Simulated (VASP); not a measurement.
## Al2O3 (Corundum): relaxation of cell and atoms with optPBE-vdW

Crystal: Al2O3 (Corundum).

```xyz
10
Lattice="2.3803 1.3742 4.3319 -2.3803 1.3742 4.3319 0.0000 -2.7485 4.3319" Properties=species:S:1:pos:R:3 pbc="T T T"
Al    0.0000    0.0000   11.0743
Al    0.0000    0.0000    8.4191
Al    0.0000    0.0000    1.9213
Al    0.0000    0.0000    4.5765
O    -1.6503   -0.1099    5.4148
O     0.7300    1.4841    5.4148
O     0.9203   -1.3742    5.4148
O     1.6503    0.1099    7.5808
O    -0.7300   -1.4841    7.5808
O    -0.9203    1.3742    7.5808
```

```
Program                : VASP 6.6.1
Task                   : relaxation of cell and atoms
Functional             : optPBE-vdW
Potentials or basis    : VASP PAW PBE potentials, release 64 (Al, O)
Cutoff                 : 600 eV
k mesh                 : 7 × 7 × 7
Occupations            : fermi-dirac, width 0.05 eV
Spin                   : no spin polarisation
Further INCAR settings : ALGO = Normal; EDIFF = 1e-06; IBRION = 2; EDIFFG = -0.02; NSW = 60; ISIF = 3
```

| Item | Value |
| --- | --- |
| Relaxed volume | 8.76 Å³/atom |
| Relaxed cell | a = 5.181 Å, b = 5.181 Å, c = 5.181 Å, α = 55.31°, β = 55.31°, γ = 55.31° |
| Space group after relaxing (to 0.05 Å) | R-3c (No. 167) |
| Energy gained by relaxing | 6.1 meV/atom |
| Ionic steps | 5 |
| Pressure after relaxing | 0.1 GPa |
| Largest force after relaxing | 0.009 eV/Å |
| Band gap on the k mesh | 6.05 eV, direct |

Forces in eV/Å, atoms in the order of the input:
```
Al   0.000  0.000  0.009
Al   0.000  0.000 -0.009
Al   0.000  0.000 -0.009
Al   0.000  0.000  0.009
O   -0.001 -0.002  0.000
O   -0.001  0.002  0.000
O    0.002  0.000  0.000
O    0.001  0.002  0.000
O    0.001 -0.002  0.000
O   -0.002  0.000  0.000
```

Stress tensor (GPa, compression positive):
```
0.16 0.00 0.00
0.00 0.16 0.00
0.00 0.00 0.02
```

Step by step:
```tsv
step	energy change (eV)	largest force (eV/Å)	pressure (GPa)	volume (Å³)
1	0.0000	0.0031	7.57	85.02
2	-0.0152	0.0573	-5.93	90.05
3	-0.0608	0.0326	-0.02	87.67
4	-0.0608	0.0320	0.12	87.61
5	-0.0611	0.0093	0.11	87.62
```

Final structure:
```cif
data_structure
_symmetry_space_group_name_H-M 'P 1'
_symmetry_Int_Tables_number 1
_cell_length_a 5.1812
_cell_length_b 5.1812
_cell_length_c 5.1812
_cell_angle_alpha 55.306
_cell_angle_beta 55.306
_cell_angle_gamma 55.306
_cell_volume 87.62
loop_
_atom_site_label
_atom_site_type_symbol
_atom_site_fract_x
_atom_site_fract_y
_atom_site_fract_z
_atom_site_occupancy
Al1 Al 0.85226 0.85226 0.85226 1
Al2 Al 0.64774 0.64774 0.64774 1
Al3 Al 0.14774 0.14774 0.14774 1
Al4 Al 0.35226 0.35226 0.35226 1
O1 O 0.05637 0.75000 0.44362 1
O2 O 0.75000 0.44362 0.05638 1
O3 O 0.44363 0.05638 0.75000 1
O4 O 0.94363 0.25000 0.55637 1
O5 O 0.25000 0.55637 0.94362 1
O6 O 0.55637 0.94363 0.25000 1
```

Levels at points of the mesh, in eV from the valence-band top:
```tsv
k point	band 20	band 21	band 22	band 23	band 24	band 25	band 26	band 27	band 28	band 29
(0.00, 0.00, 0.00)	-0.46	-0.46	-0.04	-0.04	0.00	6.05	9.11	10.49	11.48	11.48
```

Wall time 10 min on 1 thread of Intel(R) Xeon(R) 6975P-C (Granite Rapids), with other jobs on the host, peak memory 0.7 GiB.

Caveat: the PAW data sets were made with another functional, which shifts forces and pressure a little; an odd mesh through Γ misses points on the zone boundary, where band edges often lie. Zero-point motion and thermal expansion aren't in these numbers.
